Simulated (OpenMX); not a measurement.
**TiO2: single point with PBE**

The system is TiO2.

```
CELL_PARAMETERS angstrom
4.59984 0.00000 0.00000
0.00000 4.59984 0.00000
0.00000 0.00000 2.95921
ATOMIC_POSITIONS crystal
Ti 0.99285 0.00757 0.49742
Ti 0.49187 0.51062 0.99653
O 0.30654 0.30354 0.49639
O 0.18927 0.80785 0.00486
O 0.79551 0.19416 0.00703
O 0.69910 0.70567 0.50990
```

The cell is a database's computed one.

The cell isn't the ideal one: atoms moved at random, drawn with an rms of 0.05 Å.

```json
{
 "Program": "OpenMX 3.8.5",
 "Task": "single point",
 "Functional": "PBE",
 "Potentials or basis": "OpenMX 2013 PBE set, Ti7.0-s3p2d2, O6.0-s2p2d1, grid cutoff 400 Ry",
 "k mesh": "7 × 7 × 9",
 "Occupations": "fermi-dirac, width 0.05 eV",
 "Spin": "no spin polarisation",
 "Mixing scheme": "rmm-diisk",
 "SCF threshold": "1e-08 Ha",
 "Solver": "band",
 "Max SCF cycles": "100"
}
```

```yaml
Pressure: 3.7 GPa
Largest_force: 0.877 eV/Å
Band_gap_on_the_k_mesh: 1.63 eV, indirect (least direct gap 1.64 eV)
Mulliken_charges: Ti +0.81, +0.79; O -0.40 e
```

Forces in eV/Å, atoms in the order of the input:
```
Ti  -0.092  0.153 -0.035
Ti  -0.051  0.018 -0.054
O    0.146  0.451  0.292
O    0.367 -0.266  0.012
O    0.175  0.310 -0.061
O   -0.544 -0.670 -0.156
```

Levels at points of the mesh, in eV from the valence-band top:
```
           k point  band 22  band 23  band 24  band 25  band 26  band 27
(0.00, 0.00, 0.00)    -0.34    -0.31     0.00     1.64     1.94     2.21
```

Wall time 5.8 min on 1 thread of Arm Neoverse V1, on a shared host, peak memory 1.3 GiB.

Caveat: Mulliken charges move with the basis; an odd mesh through Γ misses points on the zone boundary, where band edges often lie; the basis of atomic orbitals isn't converged, which shifts pressures, moduli and gaps.
